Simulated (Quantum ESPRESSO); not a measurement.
Crystal: Ru.

```xyz
2
Lattice="2.7058 0.0000 0.0000 -1.3529 2.3433 0.0000 0.0000 0.0000 4.2819" Properties=species:S:1:pos:R:3 pbc="T T T"
Ru    1.3529    0.7811    3.2114
Ru    0.0000    1.5622    1.0705
```

- Program: Quantum ESPRESSO 7.5
- Task: phonons
- Functional: WC
- Potentials or basis: PseudoDojo 0.4.1 SR PBE standard
- Cutoff: 1143 eV
- Density cutoff: 4572 eV
- k mesh: 9 × 9 × 5
- Occupations: gaussian, width 0.272 eV
- Spin: no spin polarisation
- Mixing beta: 0.5
- Most SCF iterations: 120
- SCF threshold: 4e-10 Ry

The cell and the atoms were relaxed first, to 13.45 Å³/atom (a = 2.700 Å, b = 2.700 Å, c = 4.263 Å, α = 90.00°, β = 90.00°, γ = 120.00°), and the response was taken there.

```
CELL_PARAMETERS angstrom
2.69958 0.00000 0.00000
-1.34979 2.33791 0.00000
0.00000 0.00000 4.26289
ATOMIC_POSITIONS crystal
Ru 0.66667 0.33333 0.75000
Ru 0.33333 0.66667 0.25000
```

Problem. What is the highest optical frequency at the zone centre?

Solution. 266 cm⁻¹, a mode of symmetry B1g (silent).

Optical modes at Γ, degenerate ones joined:
```csv
cm⁻¹,components,symmetry,active in
198,2,E2g,Raman
266,1,B1g,silent
```

Caveat: the mesh is thin for the phonons of a metal; the potentials were made for another functional, which shifts forces and pressure.
